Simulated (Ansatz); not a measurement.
C, DFT, PBE, all-electron LAPW, scalar-relativistic (Ansatz 0.2.0), run on 1 thread of Intel(R) Xeon(R) 6975P-C (Granite Rapids) on a shared host.

The cell is COD entry 9008564, as deposited and not checked against the literature; nothing was relaxed. The listed cell was then made from it by scaling, straining or moving an atom.

Command: `ansatz run input.yaml --threads 1 --pin off --max-ram 3072MiB --backend cpu --events-out ev --progress --plain --runs-dir out`

```yaml
crystal:
  lattice:
    - [0.0, 1.7834, 1.819068]
    - [1.7834, 0.0, 1.819068]
    - [1.7834, 1.7834, 0.0]
  atoms:
    - { symbol: C, position: [0.5, 0.5, 0.5] }
    - { symbol: C, position: [0.75, 0.75, 0.75] }
kpoints:
  mp_grid: { grid: [20, 20, 20] }
  band_path:
    path:
      - [0.0, 0.0, 0.0]
      - [0.0, 0.5, 0.5]
      - [0.25, 0.75, 0.5]
      - [0.0, 0.5, 0.0]
      - [0.0, 0.0, 0.0]
      - [0.5, 0.5, 0.0]
      - [0.3701460977, 0.6298539023, 0.0]
      - [-0.3701460977, 0.3701460977, 0.0]
      - [0.0, 0.0, 0.0]
    npoints: 5
scf:
  occupations: { method: fermi_dirac, width: 0.08 }
hamiltonian:
  xc: pbe
  pseudopotentials: { kind: all_electron, lapw: { basis_error: 0.0005 } }
output:
  forces: true
  stress: true
  eigenvalues: true
```

Task: How large is the problem that the program sets up?

Result: 641 irreducible k-points, 283 plane waves at Γ, 10 bands.

Task: About how long does it take, and how much memory does it use?

Result: 21 s of wall time for 5 SCF iterations, with a peak of 0.69 GiB. Times on shared machines scatter by tens of per cent.
